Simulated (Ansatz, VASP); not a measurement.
## CdSe in VASP and in Ansatz

File POSCAR:

```
CdSe
1.0
    0.0000000000      3.0984587751      3.0203020812
    3.0984587751      0.0000000000      3.0203020812
    3.0984587751      3.0984587751      0.0000000000
Cd Se
1 1
Direct
    0.0000000000      0.0000000000      0.0000000000
    0.2500000000      0.2500000000      0.2500000000
```

The input INCAR.step1:

```
PREC     = Accurate       # precision mode
ENCUT    = 520            # plane-wave cutoff, eV
ISMEAR   = 0              # smearing method
SIGMA    = 0.01           # smearing width, eV
LREAL    = False          # projectors in reciprocal space
LASPH    = True           # aspherical terms in the spheres
NELM     = 80             # most SCF steps
NBANDS   = 16             # bands
GGA      = PE             # functional
ALGO     = Normal         # electronic algorithm
EDIFF    = 1E-4           # SCF threshold, eV
LWAVE    = True           # write WAVECAR
LCHARG   = False          # write CHGCAR
```

Contents of INCAR.step2:

```
PREC     = Accurate       # precision mode
ENCUT    = 520            # plane-wave cutoff, eV
EDIFF    = 1E-6           # SCF threshold, eV
ISMEAR   = 0              # smearing method
SIGMA    = 0.01           # smearing width, eV
LREAL    = False          # projectors in reciprocal space
LASPH    = True           # aspherical terms in the spheres
NELM     = 80             # most SCF steps
ALGO     = Normal         # electronic algorithm
ISIF     = 2              # what is computed and relaxed
LWAVE    = False          # write WAVECAR
LCHARG   = False          # write CHGCAR
METAGGA  = R2SCAN         # meta-GGA
LMIXTAU  = True         
NBANDS   = 16             # bands
ISTART   = 1
```

The input KPOINTS:

```
regular mesh
0
Gamma
  8 8 8
```

Input for Ansatz:

```yaml
crystal:
  lattice:
    - [0.0, 3.0984587751, 3.0203020812]
    - [3.0984587751, 0.0, 3.0203020812]
    - [3.0984587751, 3.0984587751, 0.0]
  atoms:
    - { symbol: Cd, position: [0.0, 0.0, 0.0] }
    - { symbol: Se, position: [0.25, 0.25, 0.25] }
kpoints:
  mp_grid: { grid: [8, 8, 8] }
  band_path:
    path:
      - [0.0, 0.0, 0.0]
      - [-0.5, -0.5, 0.0]
      - [-0.375, -0.375, 0.25]
      - [-0.375, 0.0, 0.375]
      - [0.0, 0.0, 0.5]
      - [-0.5, -0.25, 0.25]
    npoints: 1
hamiltonian:
  xc: r2scan
scf:
  occupations: { method: fixed }
  n_extra_bands: 4
output:
  forces: true
  stress: true
  eigenvalues: true
```

Change from the starting cell: epitaxial_xy strain +1.0%.

Alike in both runs: task single point; functional r2SCAN; k mesh 8 × 8 × 8; no spin polarisation.

|  | VASP | Ansatz |
| --- | --- | --- |
| version | VASP 6.6.1 | Ansatz 0.2.0 |
| potentials or method | VASP PAW PBE potentials, release 64 (Cd, Se) | plane waves, PAW |
| plane-wave cutoff (eV) | 520 | 500 |
| occupations | gaussian, width 0.01 eV | fixed |
| valence electrons in the cell | 18 | 36 |

```csv
,VASP,Ansatz,Ansatz less VASP
gap on the k mesh at the Fermi level (eV),0.97,0.98,+0.010
pressure (GPa),-0.1,-0.3,-0.23
largest component of the traceless stress (GPa),0.28,0.28,+0.003
```

The two sets of potentials don't hold the same shells in valence.

Caveats: the PAW data sets were made with another functional, which shifts forces and pressure a little (VASP).
